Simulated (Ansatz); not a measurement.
Crystal: Cu.

```
Cu
1.0
     0.00000    1.80750    1.80750
     1.80750    0.00000    1.80750
     1.80750    1.80750    0.00000
Cu
1
Direct
  0.00000 0.00000 0.00000
```

```yaml
Program: Ansatz 0.2.0
Task: relaxation of cell and atoms
Functional: PBEsol
Dispersion: D4
Potentials_or_basis: Ansatz PAW
Cutoff: "420 eV (not typed: the program's choice for these potentials)"
k_mesh: 13 × 13 × 13
Occupations: fermi-dirac, width 0.05 eV
Spin: no spin polarisation
```

At the start: volume 11.81 Å³/atom.

Question: How do energy, volume and symmetry change on relaxing?

Answer: It ends after 8 steps and the volume is 11.03 Å³/atom (-6.6 %); space group Fm-3m (No. 225, to 0.05 Å).

The path:
| step | energy change (eV) | largest force (eV/Å) | volume (Å³) |
| --- | --- | --- | --- |
| 1 | 0.0000 | 0.0000 | 11.81 |
| 2 | -0.0216 | 0.0000 | 11.39 |
| 3 | -0.0280 | 0.0000 | 10.97 |
| 4 | -0.0281 | 0.0000 | 11.03 |
| 5 | -0.0281 | 0.0000 | 11.03 |
| 6 | -0.0274 | 0.0000 | 11.03 |
| 7 | -0.0274 | 0.0000 | 11.03 |
| 8 | -0.0274 | 0.0000 | 11.03 |

Final structure:
```yaml
crystal:
  lattice:
    - [0.00000, 1.76684, 1.76684]
    - [1.76684, 0.00000, 1.76684]
    - [1.76684, 1.76684, 0.00000]
  atoms:
    - { symbol: Cu, position: [0.00000, 0.00000, 0.00000] }
```

Caveat: the plane-wave basis is chosen anew once the cell has moved, so the energies of steps on either side of that aren't comparable; pairwise dispersion overbinds metals, which lowers pressure and volume; the PAW data sets come from PBE, with cores solved anew for the run's functional, which leaves a small shift of forces and pressure.
